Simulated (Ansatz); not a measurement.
# HfSi2 (ZrSi2 type): a single-point run

Wanted: a converged single-point run for HfSi2 (ZrSi2 type), and a check of what comes out. The structure is shown as the input types it.

Program: Ansatz 0.2.0. Level of theory: DFT PBE, scalar-relativistic, plane waves, PAW. These are calculated values, not measurements.

2 further runs of the same task are left out: 2 set aside as unsound or not needed. Runs told in other sessions of the task aren't counted.

**1. The starting structure**

The structure is orthorhombic, space group Cmcm (No. 63). The conventional cell has a = 3.696 Å, b = 14.464 Å, c = 3.644 Å, α = 90.00°, β = 90.00°, γ = 90.00°. Around Hf (site symmetry m2m) lie 10 Si at 2.69 to 2.96 Å. Around Si (site symmetry m2m) lie 2 Si at 2.42 Å and 6 Hf at 2.69 to 2.96 Å. Si (site symmetry m2m) has 4 Si at 2.60 Å and 4 Hf at 2.78 to 2.80 Å in its first shell of neighbours.

Structure file:

```
CELL_PARAMETERS angstrom
1.84791 -7.23192 0.00000
1.84791 7.23192 0.00000
0.00000 0.00000 3.64409
ATOMIC_POSITIONS crystal
Hf 0.60463 0.39537 0.25000
Hf 0.39537 0.60463 0.75000
Si 0.94513 0.05487 0.25000
Si 0.05487 0.94513 0.75000
Si 0.24990 0.75010 0.25000
Si 0.75010 0.24990 0.75000
```

**2. Running it**

The input, input.yaml:

```yaml
crystal:
  lattice:
    - [1.847908969352, -7.231917332349, 8.355392043548e-19]
    - [1.847908969352, 7.231917332349, -8.355392043548e-19]
    - [-6.075970236136e-34, -4.166343586951e-19, 3.64408662492]
  atoms:
    - { symbol: Hf, position: [0.6046296418735, 0.3953703581265, 0.25] }
    - { symbol: Hf, position: [0.3953703581265, 0.6046296418735, 0.75] }
    - { symbol: Si, position: [0.945127097324, 0.05487290267602, 0.25] }
    - { symbol: Si, position: [0.05487290267602, 0.945127097324, 0.75] }
    - { symbol: Si, position: [0.2499002070211, 0.7500997929789, 0.25] }
    - { symbol: Si, position: [0.7500997929789, 0.2499002070211, 0.75] }
basis:
  ecutwfc: 420
  ecutrho_ratio: 4
kpoints:
  mp_grid: { grid: [1, 1, 1] }
hamiltonian:
  xc: pbe
scf:
  occupations: { method: gaussian, width: 0.05 }
  max_iter: 60
output:
  forces: true
  stress: true
```

Command:

```console
> ansatz run input.yaml --threads 4 --pin off --max-ram 8192MiB --backend cpu --events-out ev --progress --plain --runs-dir out
```

Output:

```text
Warning: RAYON_NUM_THREADS=4 ignored (pool sized by the plan → 4); use --threads N
basis.fft_grid_basis auto: the FFT boxes are laid along the combinations [[1, 1, 0], [0, 1, 0], [0, 0, 1]] of the cell's own vectors, 3.696, 7.464 and 3.644 Å long. The dense box has 25×50×25 points. Along the cell's own vectors, as sized, it would have 50×50×25, 2.00 times as many. Of the 8 symmetry operations that the crystal satisfies within crystal.symmetry.tolerance (time reversal apart; of a slab, those that keep its plane) the dense box along the cell's own vectors carries 8, and the one as laid loses 4 of those. basis.fft_grid_basis: typed keeps the cell's own vectors: state it where this run's energies or levels are differenced outside the engine with another run's, or held beside a run that keeps those vectors.
Engine: ansatz 0.2.0, aarch64-unknown-linux-gnu
Pseudopotentials: kind: paw
Pseudopotential: Hf, paw, valence charge 26, recommended cutoff 420 eV (normal), Hf.paw.azcp
Pseudopotential: Si, paw, valence charge 4, recommended cutoff 420 eV (normal), Si.paw.azcp
Functional definition: PBE
  parameter kappa = 0.804
  parameter beta = 0.06672455060314922
  exchange = pbe_x(kappa = kappa, mu = beta*pi^2/3)
  correlation = pbe_c(beta = beta)
Crystal: 6 atoms, lattice volume = 97.399 Å³
Basis set: ecut = 420 eV, 1919 PW (Γ), FFT grids on a1+a2, a2, a3, exchange–correlation on 50×100×50 points (8 copies of the dense FFT grid, shifted against one another)
Bands: 40, of which v1, the nominal top of the filled ones, is band 34 counted from 1 (33 counted from 0)
Symmetry: 8 space group operations
Space group: Cmcm (ITA 63), of the structure as read, at distance tolerance 4.6e-5 Å
k-points: 1
Non-local potential: Hf, projectors of the file, l = 0: 3, l = 1: 2, l = 2: 2, l = 3: 3
Non-local potential: Si, projectors of the file, l = 0: 2, l = 1: 2, l = 2: 2
PAW form: soft (Blöchl's): semilocal exchange-correlation on the pseudo side does not see the compensation charge
PAW one-centre angular grid: Hf, 590 points (default); XC on 64 Gauss nodes
PAW one-centre angular grid: Si, 110 points (default); XC on 64 Gauss nodes
Initial density: superposition of atomic densities (neutral atoms: chi_scale 0, normalization atom), corrected by the library's trained network
Initial wavefunctions: pseudopotential atomic-orbital guess
Functional: x = pbe(κ = 0.804, μ = 0.2195149727645171), c = pbe(β = 0.06672455060314922)
SCF iter   1: F=—  HF=-33979.920395 eV  |F-HF|=—  |Δ(HF+E_count)|=         —  Δρ=4.83e-2  dr2=2.79e0  ethr=1.77e-3  ⟨swp⟩=6.0  Hψ=140  notcnv=0
preconditioner: auto → Resta (q_TF=auto, 2.570 Å⁻¹)  ε∞=7.9  [insulator: Δε(μ)=1.271 eV  Ē_g=10.347 eV  σ=0.050 eV  W_gap=1.00  n_scr=30 (ndim 8)  ℏωp=27.1 eV  f_vac=0.000  D(μ)=0.00/eV (n_scr^D=0)  ε∞_Penn≈7.9]
SCF iter   2: F=—  HF=-33979.367670 eV  |F-HF|=—  |Δ(HF+E_count)|=   5.53e-1  Δρ=2.95e-2  dr2=9.95e-1  ethr=1.77e-3  ⟨swp⟩=3.0  Hψ=57  notcnv=0  defer=1
SCF iter   3: F=—  HF=-33979.100305 eV  |F-HF|=—  |Δ(HF+E_count)|=   2.67e-1  Δρ=3.98e-3  dr2=1.52e-2  ethr=1.46e-3  ⟨swp⟩=3.0  Hψ=71  notcnv=0  defer=1
SCF iter   4: F=—  HF=-33979.092899 eV  |F-HF|=—  |Δ(HF+E_count)|=   7.41e-3  Δρ=2.26e-3  dr2=4.76e-3  ethr=2.23e-5  ⟨swp⟩=2.0  Hψ=87  notcnv=0  defer=1
SCF iter   5: F=—  HF=-33979.090704 eV  |F-HF|=—  |Δ(HF+E_count)|=   2.19e-3  Δρ=9.32e-4  dr2=9.36e-4  ethr=7.00e-6  ⟨swp⟩=2.0  Hψ=73  notcnv=0  defer=1
SCF iter   6: F=—  HF=-33979.090754 eV  |F-HF|=—  |Δ(HF+E_count)|=   5.00e-5  Δρ=2.29e-4  dr2=6.99e-5  ethr=1.38e-6  ⟨swp⟩=2.0  Hψ=65  notcnv=0  defer=1
SCF iter   7: F=—  HF=-33979.090837 eV  |F-HF|=—  |Δ(HF+E_count)|=   8.30e-5  Δρ=4.50e-5  dr2=2.53e-6  ethr=1.03e-7  ⟨swp⟩=2.0  Hψ=65  notcnv=0  defer=1
SCF iter   8: F=-33979.090838 eV  HF=-33979.090838 eV  |F-HF|=2.53e-8  |Δ(HF+E_count)|=   1.30e-6  Δρ=8.53e-6  dr2=8.55e-8  ethr=1.47e-10  ⟨swp⟩=3.0  Hψ=175  notcnv=0
SCF 1 converged in 8 iterations: F = -33979.090838 eV  dr2 = 8.55e-8
SCF converged after 8 iterations
Free energy (F): -33979.090838 eV
Harris-Foulkes:  -33979.090838 eV  (|F-HF|=2.53e-8)
Internal energy: -33979.090838 eV  (E = F + TS)
E sigma→0 (E₀):  -33979.090838 eV
Fermi energy:    16.495671 eV
--- Per-component energies (eV) ---
  E_band       = -3.070177
  E_kinetic    = 1027.939334
  E_local      = -13105.482002  (includes V_loc(G=0)·N_el)
  E_nonlocal   = -2380.945999
  E_hartree    = 6171.488837
  E_xc         = -828.080292
  E_vxc        = -729.113614  (∫ρ·V_xc dr)
  E_paw        = -15903.730853  (= ΣΔE_a)
  E_vpaw       = 2841.561914  (= ΣTr[D̂ρ^β])
  E_aug_tail   = 0.000025  (compensation charges beyond the density's cutoff)
  E_ewald      = -8960.279888
  E_smearing   = -0.000000  (= −TS)
  E_closure    = -0.000000  (closes the sum)
  Σ components = -33979.090838   (vs F -33979.090838, Δ=0.00e0)
--- Forces (eV/Å), atoms counted from 1 ---
  atom   1  Hf     0.00000000     1.73422762     0.00000000
  atom   2  Hf    -0.00000000    -1.73422762    -0.00000000
  atom   3  Si    -0.00000000    -6.42416177    -0.00000000
  atom   4  Si     0.00000000     6.42416177     0.00000000
  atom   5  Si    -0.00000000     0.13380192     0.00000000
  atom   6  Si     0.00000000    -0.13380192    -0.00000000
  max |Σ_I F_I| component: 1.45e-23 eV/Å
--- Stress (GPa, compression-positive) ---
       25.766566       0.000000      -0.000000
        0.000000       5.877609       0.000000
       -0.000000       0.000000      22.210955
  P = ⅓ Tr σ = 17.9517 GPa (179.517 kbar)
```

Wall time 0.4 s (4 threads of Arm Neoverse V1, shared host); peak memory 0.3 GiB.

**3. Can this be trusted?**

The program finished normally. It gives a pressure of 18 GPa and a largest force of 6.4 eV/Å, which is large; a structure far from rest gives such values too, whatever the setting.

The suspect setting: kpoints.mp_grid.grid is [1, 1, 1]. The zone is sampled at a single point, which suits only large cells or molecules.

The cure: restore the k-point mesh.

**4. Outcome**

```
          quantity                    value
            ending  converged, 8 SCF cycles
fault in the input              one k-point
```

**Reading.** The numbers of this run are not properties of the intended system.
